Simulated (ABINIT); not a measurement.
A run of ABINIT 10.8.3 (patched build):

The input run.abi:

```
ndtset 7
getwfk -1
scalecart1 3*0.9795861087
scalecart2 3*0.9864848297
scalecart3 3*0.9932883884
scalecart4 3*1.0000000000
scalecart5 3*1.0066227096
scalecart6 3*1.0131594038
scalecart7 3*1.0196128224

pp_dirpath "./"
pseudos "Ru.GGA_PBE-JTH.xml, Al.GGA_PBE-JTH.xml"

acell 5.6533046744 5.6533046744 5.6533046744
rprim
     1.0000000000     0.0000000000     0.0000000000
     0.0000000000     1.0000000000     0.0000000000
     0.0000000000     0.0000000000     1.0000000000
ntypat 2
znucl 44 13
natom 2
typat 1 2
xred
     0.5000000000     0.5000000000     0.5000000000
     0.0000000000     0.0000000000     0.0000000000

ecut 408.170794 eV
pawecutdg 30.0

kptopt 1
ngkpt 9 9 9
nshiftk 1
shiftk 0.0 0.0 0.0

ixc 11

nband 14
occopt 3
tsmear 0.05 eV

nstep 100
tolvrs 1.0e-9

iomode 3
prtwf 1
prtden 0
prteig 0
prtebands 0
```

Potentials or basis: JTH PAW PBE v2.0.

Launch:

```sh
$ abinit run.abi > log 2>&1
```

Hardware: 1 thread of Arm Neoverse V1, with other jobs on the host.

Problem. How long does it take, and how much memory?

Solution. Run time: 48 s on 1 thread of Arm Neoverse V1, with other jobs on the host, peak memory 0.12 GiB. Counts: scf iterations 63, mpi ranks 1, k points 35, bands 14, plane waves 487.
